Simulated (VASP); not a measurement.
The system is CsBr.

```xyz
2
Lattice="4.3256 0.0000 0.0000 0.0000 4.3256 0.0000 0.0000 0.0000 4.3256" Properties=species:S:1:pos:R:3 pbc="T T T"
Cs    0.0000    0.0000    0.0000
Br    2.1628    2.1628    2.1628
```

The cell comes from a database or a generator and needn't be the stable form of this composition.

| Item | Value |
| --- | --- |
| Program | VASP 6.6.1 |
| Task | relaxation of cell and atoms |
| Functional | PBE |
| Potentials or basis | VASP PAW PBE potentials, release 64 (Cs_sv, Br) |
| Cutoff | 600 eV |
| k mesh | 6 × 6 × 6 |
| Occupations | gaussian, width 0.02 eV |
| Spin | no spin polarisation |

At the start: pressure 0.7 GPa; volume 40.47 Å³/atom.

Task: How do energy, volume and symmetry change on relaxing?

Result: Over 4 steps the energy falls by 3.8 meV/atom and the volume is 42.37 Å³/atom (+4.7 %); space group Pm-3m (No. 221, to 0.05 Å).

The path:
```
step  energy change (eV)  largest force (eV/Å)  pressure (GPa)  volume (Å³)
   1              0.0000                0.0000            0.65        80.94
   2             -0.0057                0.0000            0.29        82.88
   3             -0.0074                0.0000            0.07        84.26
   4             -0.0076                0.0000            0.00        84.74
```

Final structure:
```
Cs Br
1.0
     4.39235    0.00000    0.00000
     0.00000    4.39235    0.00000
     0.00000    0.00000    4.39235
Cs Br
1 1
Direct
  0.00000 0.00000 0.00000
  0.50000 0.50000 0.50000
```
